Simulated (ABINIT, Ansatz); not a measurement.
# CaSe (Fm-3m): G0W0 with ABINIT, start to end

Aim: the G0W0 gap of CaSe (Fm-3m) on LDA, step by step.

Calculated with ABINIT 10.8.3; LDA and many-body steps on it, plane waves.

The database entry behind the starting cell differs from later determinations by our own check (0.1 to 0.3 % short, probably kX units), so it need not match the best structure at ambient conditions.

### 1. Starting point

It takes space group Fm-3m (No. 225, cubic). Conventional cell: a = 5.912 Å, b = 5.912 Å, c = 5.912 Å, α = 90.00°, β = 90.00°, γ = 90.00°. Nearest to Ca lie 6 Se at 2.96 Å. Se has 6 Ca at 2.96 Å nearest. Farther neighbours and most contacts between anions are not listed.

The cell and positions come from the Crystallography Open Database and are kept as given unless a step says otherwise.

### 2. Ground state

This step: ABINIT 10.8.3; DFT, LDA, plane waves, norm-conserving pseudopotentials.

The ground-state density comes first.

run.abi

```
acell 3*1.0 Angstrom
rprim 
  -0.000000000000 2.956000000000 2.956000000000
  2.956000000000 -0.000000000000 2.956000000000
  2.956000000000 2.956000000000 -0.000000000000
ntypat 2
znucl 20 34
natom 2
typat 1 2
xred 
  0.000000000000 0.000000000000 0.000000000000
  0.500000000000 0.500000000000 0.500000000000
pp_dirpath "pseudos"
pseudos "Ca.upf, Se.upf"
ecut 48
ngkpt 6 6 6
nshiftk 1
shiftk 0 0 0
kptopt 1
chksymbreak 0
nband 22
occopt 1
tolvrs 1e-10
nstep 60
prtwf 0
optforces 0
optstress 0
indata_prefix "in"
outdata_prefix "out"
tmpdata_prefix "tmp"
```

Run with:

```sh
OMP_NUM_THREADS=1 mpirun -n 4 abinit run.abi > log
```

Numbers of over 12 decimals in the logs are rounded to 6 here.

The log of the run:

```text
.Version 10.8.3 of ABINIT. v10.8.2 released Aug 2026.

 Symmetries : space group Fm -3 m (#225); Bravais cF (face-center cubic)
================================================================================
 Values of the parameters that define the memory need of the present run
     intxc =       0    ionmov =       0      iscf =       7    lmnmax =       6
     lnmax =       6     mgfft =      50  mpssoang =       3    mqgrid =    3001
     natom =       2  nloc_mem =       1    nspden =       1   nspinor =       1
    nsppol =       1      nsym =      48    n1xccc =    2501    ntypat =       2
    occopt =       1   xclevel =       1
-    mband =          22        mffmem =           1         mkmem =           4
       mpw =        5564          nfft =      125000          nkpt =          16
================================================================================
  Rough estimation (10% accuracy) of disk space for files :
================================================================================

--------------------------------------------------------------------------------
------------- Echo of variables that govern the present computation ------------
--------------------------------------------------------------------------------
 -outvars: echo values of preprocessed input variables --------
            acell      1.8897261259E+00  1.8897261259E+00  1.8897261259E+00 Bohr

      chksymbreak           0
             ecut      4.80000000E+01 Hartree
-          fftalg         312

              ixc       -1012
              kpt      0.00000000E+00  0.00000000E+00  0.00000000E+00
                       1.66666667E-01  0.00000000E+00  0.00000000E+00
                       3.33333333E-01  0.00000000E+00  0.00000000E+00
                       5.00000000E-01  0.00000000E+00  0.00000000E+00
                       1.66666667E-01  1.66666667E-01  0.00000000E+00
                       3.33333333E-01  1.66666667E-01  0.00000000E+00
                       5.00000000E-01  1.66666667E-01  0.00000000E+00
                      -3.33333333E-01  1.66666667E-01  0.00000000E+00
                      -1.66666667E-01  1.66666667E-01  0.00000000E+00
   [... 5 further rows ...]
                      -3.33333333E-01  3.33333333E-01  1.66666667E-01
                      -3.33333333E-01  5.00000000E-01  1.66666667E-01
         kptrlatt        6    0    0      0    6    0      0    0    6
          kptrlen      4.73990399E+01
P           mkmem           4
            natom           2
            nband          22
            ngfft          50      50      50
             nkpt          16
            nstep          60
             nsym          48
           ntypat           2
              occ      2.000000  2.000000  2.000000  2.000000  2.000000  2.000000
                       2.000000  2.000000  2.000000  2.000000  2.000000  2.000000
                       2.000000  2.000000  2.000000  2.000000  2.000000  0.000000
                       0.000000  0.000000  0.000000  0.000000
        optforces           0
        optstress           0
            prtwf           0
            rprim     -0.0000000000E+00  2.9560000000E+00  2.9560000000E+00
[...]
spgroup         225

           tolvrs      1.00000000E-10

             xred      0.0000000000E+00  0.0000000000E+00  0.0000000000E+00
[...]
znucl       20.00000   34.00000

================================================================================

 chkinp: Checking input parameters for consistency.

================================================================================
== DATASET  1 ==================================================================
-   mpi_nproc: 4, omp_nthreads: 1 (-1 if OMP is not activated)

--- !DatasetInfo
iteration_state: {dtset: 1, }
dimensions: {natom: 2, nkpt: 16, mband: 22, nsppol: 1, nspinor: 1, nspden: 1, mpw: 5564, }
cutoff_energies: {ecut:  48.0, pawecutdg:  -1.0, }
electrons: {nelect:   3.40000000E+01, charge:   0.00000000E+00, occopt:   1.00000000E+00, tsmear:   1.00000000E-02, }

 Real(R)+Recip(G) space primitive vectors, cartesian coordinates (Bohr,Bohr^-1):
 R(1)=  0.0000000  5.5860304  5.5860304  G(1)= -0.0895090  0.0895090  0.0895090
 R(2)=  5.5860304  0.0000000  5.5860304  G(2)=  0.0895090 -0.0895090  0.0895090
 R(3)=  5.5860304  5.5860304  0.0000000  G(3)=  0.0895090  0.0895090 -0.0895090
 Unit cell volume ucvol=  3.4861004E+02 bohr^3
 Angles (23,13,12)=  6.00000000E+01  6.00000000E+01  6.00000000E+01 degrees

 getcut: wavevector=  0.0000  0.0000  0.0000  ngfft=  50  50  50
         ecut(hartree)=     48.000   => boxcut(ratio)=   2.03020

--- Pseudopotential description ------------------------------------------------
- Ca Generated using ONCVPSP code by D. R. Hamann
- 20.00000  10.00000  180309                  znucl, zion, pspdat
12 -1012 2 -1 1724                            pspcod,pspxc,lmax,lloc,mmax
     nproj     2     2     2
  pspatm : epsatm=   12.51424511
         --- l  ekb(1:nproj) -->
[...]
pspatm: atomic psp has been read  and splines computed

- Se Generated using ONCVPSP code by D. R. Hamann
- 34.00000  24.00000  180309                  znucl, zion, pspdat
12 -1012 2 -1 1198                            pspcod,pspxc,lmax,lloc,mmax
     nproj     2     2     2
  pspatm : epsatm=   25.89836092
         --- l  ekb(1:nproj) -->
[...]
2  -10.200299   -4.476278
 pspatm: atomic psp has been read  and splines computed

   1.30602861E+03                                ecore*ucvol(ha*bohr**3)
--------------------------------------------------------------------------------

_setup2: Arith. and geom. avg. npw (full set) are    5537.116    5537.098

================================================================================

--- !BeginCycle
iteration_state: {dtset: 1, }
solver: {iscf: 7, nstep: 60, nline: 4, wfoptalg: 0, }
tolerances: {tolvrs: 1.00E-10, }

     iter   Etot(hartree)      deltaE(h)  residm     vres2
 ETOT  1  -378.86408754184    -3.789E+02 1.902E+00 5.297E+01
 ETOT  2  -380.28630155043    -1.422E+00 3.532E-02 2.694E+02
 ETOT  3  -380.29972643778    -1.342E-02 1.732E-02 9.517E+01
 ETOT  4  -380.30694633660    -7.220E-03 3.358E-03 1.184E+00
 ETOT  5  -380.30705979710    -1.135E-04 3.572E-03 1.079E-01
 ETOT  6  -380.30706852421    -8.727E-06 7.118E-04 2.726E-04
 ETOT  7  -380.30706849275     3.146E-08 1.212E-03 8.333E-04
 ETOT  8  -380.30706855690    -6.415E-08 8.386E-04 1.562E-06
 ETOT  9  -380.30706855708    -1.756E-10 2.075E-03 3.949E-08
 ETOT 10  -380.30706855713    -5.417E-11 1.253E-03 8.183E-11

 At SCF step   10       vres2   =  8.18E-11 < tolvrs=  1.00E-10 =>converged.

--- !ResultsGS
iteration_state: {dtset: 1, }
comment   : Summary of ground state results
lattice_vectors:
- [ -0.0000000,   5.5860304,   5.5860304, ]
- [  5.5860304,  -0.0000000,   5.5860304, ]
- [  5.5860304,   5.5860304,  -0.0000000, ]
lattice_lengths: [   7.89984,    7.89984,    7.89984, ]
lattice_angles: [ 60.000,  60.000,  60.000, ] # degrees, (23, 13, 12)
lattice_volume:   3.4861004E+02
convergence: {deltae: -5.417E-11, res2:  8.183E-11, residm:  1.253E-03, diffor:  0.000E+00, }
etotal    :  -3.80307069E+02
entropy   :   0.00000000E+00
fermie    :   1.65263419E-01
cartesian_stress_tensor: null
pressure_GPa: null
xred      :
- [  0.0000E+00,   0.0000E+00,   0.0000E+00, Ca]
- [  5.0000E-01,   5.0000E-01,   5.0000E-01, Se]
cartesian_forces: null
force_length_stats: {min: null, max: null, mean: null, }

 Integrated electronic density in atomic spheres:
 ------------------------------------------------
 Atom  Sphere_radius  Integrated_density
    1        2.00000          7.57889658
    2        2.00000         21.29953273
================================================================================

 ----iterations are completed or convergence reached----

 Mean square residual over all n,k,spin=   45.256E-07; max=  12.526E-04
 reduced coordinates (array xred) for    2 atoms
       0.000000000000      0.000000000000      0.000000000000
       0.500000000000      0.500000000000      0.500000000000
 rms dE/dt=  0.0000E+00; max dE/dt=  0.0000E+00; dE/dt below (all hartree)
    1       0.000000000000      0.000000000000      0.000000000000
    2       0.000000000000      0.000000000000      0.000000000000

 cartesian coordinates (angstrom) at end:
    1      0.000000     0.000000     0.000000
    2      2.956000     2.956000     2.956000
 length scales=  1.889726125908  1.889726125908  1.889726125908 bohr
              =  1.000000000000  1.000000000000  1.000000000000 angstroms
 prteigrs : about to open file out_EIG
 Fermi (or HOMO) energy (hartree) =   0.16526   Average Vxc (hartree)=  -0.36495
 Eigenvalues (hartree) for nkpt=  16  k points:
 kpt#   1, nband= 22, wtk=  0.00463, kpt=  0.0000  0.0000  0.0000 (reduced coord)
  -7.37966   -5.17619   -5.17619   -5.17619   -1.52758   -1.52758   -1.52733   -1.52733
  -1.52733   -1.28192   -0.59207   -0.59207   -0.59207   -0.27118    0.16526    0.16526
   0.16526    0.27894    0.29583    0.29583    0.29583    0.31817
 prteigrs : prtvol=0 or 1, do not print more k-points.

--- !EnergyTerms
iteration_state     : {dtset: 1, }
comment             : Components of total free energy in Hartree
kinetic             :  1.59277775779945E+02
hartree             :  1.56188077611805E+02
xc                  : -3.96571099552393E+01
Ewald energy        : -1.62120426723388E+02
psp_core            :  3.74638841909751E+00
local_psp           : -4.12657589323594E+02
non_local_psp       : -8.50841843657605E+01
total_energy        : -3.80307068557134E+02
total_energy_eV     : -1.03486825345850E+04
band_energy         : -6.70864405290655E+01

== END DATASET(S) ==============================================================
================================================================================

 -outvars: echo values of variables after computation  --------
           etotal     -3.8030706856E+02
            nband          22
             nkpt          16
          spgroup         225
 [... the other variables as echoed above ...]

 Calculation completed.
```

Run time: 21 s. Hardware: 4 MPI ranks of Arm Neoverse V1, shared host; peak memory 0.37 GiB; 84 s of CPU time.

Numbers from this step:

```yaml
total_energy: -10348.6825 eV
gap: 1.874 eV
k_of_the_valence_top: 0, 0, 0
k_of_the_conduction_bottom: 0.5, 0.5, 0
least_direct_gap: 2.817 eV
```

The gap is indirect, with the least direct gap 0.94 eV higher.

(Continued in part 2 of 3.)

[Paths, hosts, dates, memory and timing lines, banners, echoed tables and standing remarks are left out of the program output.]

[Logs are printed without paths, hosts, clocks, repeated set-up lines and the standing remarks that a program may print on its own settings, such as how far it seeks lower states.]

[Runs of the session that timed out or met a known fault of the program may be left out.]

[Hosts, paths, dates, database ids (printed as entryN), source tags and the programs' standing remarks are cut or masked in the printed files.]

[G0W0 gaps are taken among the corrected bands and points alone; a level outside them can change the order at an edge.]

[Where Ansatz stands beside ABINIT at settings called matched, ABINIT's density can come from a denser mesh and the files from another edition; pairs whose starting gaps differed by over 0.03 eV were left out, so agreement reads better than it is.]
